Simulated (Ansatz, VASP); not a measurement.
Sn: VASP beside Ansatz

File POSCAR:

```
Sn
1.0
    4.7973205750      0.0000000000      0.0000000000
   -2.3986602875      4.1546014881      0.0000000000
    0.0000000000      0.0000000000      5.4427207820
Sn
3
Direct
    0.2254000000      0.0000000000      0.3333333333
    0.0000000000      0.2254000000      0.6666666667
    0.7746000000      0.7746000000      0.0000000000
```

File INCAR.step1:

```
PREC     = Accurate       # precision mode
ENCUT    = 520            # plane-wave cutoff, eV
ISMEAR   = 0              # smearing method
SIGMA    = 0.1            # smearing width, eV
LREAL    = False          # projectors in reciprocal space
LASPH    = True           # aspherical terms in the spheres
NELM     = 100            # most SCF steps
NBANDS   = 28             # bands
GGA      = PE             # functional
ALGO     = Normal         # electronic algorithm
EDIFF    = 1E-4           # SCF threshold, eV
LWAVE    = True           # write WAVECAR
LCHARG   = False          # write CHGCAR
```

INCAR.step2

```
PREC     = Accurate       # precision mode
ENCUT    = 520            # plane-wave cutoff, eV
EDIFF    = 1E-6           # SCF threshold, eV
ISMEAR   = 0              # smearing method
SIGMA    = 0.1            # smearing width, eV
LREAL    = False          # projectors in reciprocal space
LASPH    = True           # aspherical terms in the spheres
NELM     = 100            # most SCF steps
ALGO     = Normal         # electronic algorithm
ISIF     = 2              # what is computed and relaxed
LWAVE    = False          # write WAVECAR
LCHARG   = True           # write CHGCAR
METAGGA  = R2SCAN         # meta-GGA
LMIXTAU  = True         
LELF     = True           # ELF
LVHAR    = True         
NBANDS   = 28             # bands
ISTART   = 1
```

File KPOINTS:

```
Automatic mesh
0
Gamma
  6 6 4
```

Input for Ansatz:

```yaml
crystal:
  lattice:
    - [4.797320575, 0.0, 0.0]
    - [-2.3986602875, 4.1546014881, 0.0]
    - [0.0, 0.0, 5.442720782]
  atoms:
    - { symbol: Sn, position: [0.2254, 0.0, 0.3333333333] }
    - { symbol: Sn, position: [0.0, 0.2254, 0.6666666667] }
    - { symbol: Sn, position: [0.7746, 0.7746, 0.0] }
basis:
  ecutwfc: 500
kpoints:
  mp_grid: { grid: [6, 6, 4] }
hamiltonian:
  xc: r2scan
scf:
  occupations: { method: gaussian, width: 0.1 }
  lower_state_search: "off"
output:
  forces: true
  stress: true
  eigenvalues: true
```

Alike in both runs: task single point; functional r2SCAN; k mesh 6 × 6 × 4; occupations gaussian, width 0.1 eV; no spin polarisation.

```csv
,VASP,Ansatz
version,VASP 6.6.1,Ansatz 0.2.0
potentials or method,"VASP PAW PBE potentials, release 64 (Sn_d)","scalar-relativistic, plane waves, PAW"
plane-wave cutoff (eV),520,500
valence electrons in the cell,42,42
```

Ansatz gave:

```
gap on the k mesh at the Fermi level (eV)       : none
pressure (GPa)                                  : 3.7
largest component of the traceless stress (GPa) : 1.11
rms of the force components (eV/Å)              : 1.784
```

Problem. What did VASP give for the same quantities?

Solution. gap on the k mesh at the Fermi level (eV): none; pressure (GPa): 3.7; largest component of the traceless stress (GPa): 1.16; rms of the force components (eV/Å): 1.799.

Atom by atom the forces differ by 0.015 eV/Å (rms over components). A gap of «none» marks a metal or a gap that the smearing closes. With one functional, cell and mesh, what is left measures potentials, basis and numerics.

Caveats: the PAW data sets were made with another functional, which shifts forces and pressure a little (VASP).
